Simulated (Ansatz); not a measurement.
Crystal: MnS.

```
Mn S
1.0
     0.00000    2.47346    2.47346
     2.47346    0.00000    2.47346
     2.47346    2.47346    0.00000
Mn S
1 1
Direct
  0.00000 0.00000 0.00000
  0.75000 0.75000 0.75000
```

The cell is a database's computed one.

Base run:

| Quantity | Value |
| --- | --- |
| Program | Ansatz 0.2.0 |
| Functional | PBEsol |
| Potentials or basis | all-electron LAPW, scalar-relativistic |
| Cutoff | 344 eV |
| Density cutoff | 1375 eV |
| Basis error allowed | 0.001 eV/atom |
| k mesh | 9 × 9 × 9 |
| Occupations | fermi-dirac, width 0.05 eV |
| Spin | collinear spin, ferromagnetic start |
| Starting moments | [4.0, 0.0] μB |
| Hubbard terms | Mn d U = 2 eV |

Its results: band gap on the k mesh none (metal or under the smearing width); pressure 34.6 GPa; net moment 3.93 μB per cell; site moments Mn +3.58; S +0.04 μB.

The run is repeated on the same cell with these changes: hubbard terms from Mn d U = 2 eV to Mn d U = 4 eV. What comes out?

Band gap on the k mesh none (metal or under the smearing width); pressure 48.7 GPa; net moment 4.47 μB per cell; site moments Mn +4.01; S +0.06 μB.

Caveats: the magnetic state may not be the lowest; U is the effective U less J, on atomic orbitals that reach past the spheres; a pressure of tens of GPa on the cell as given is suspect, and the run, the potentials or the cell itself is likely at fault; a cell with one magnetic atom can't hold antiferromagnetic order, which such compounds often take.

Not every run made on this cell is shown here.
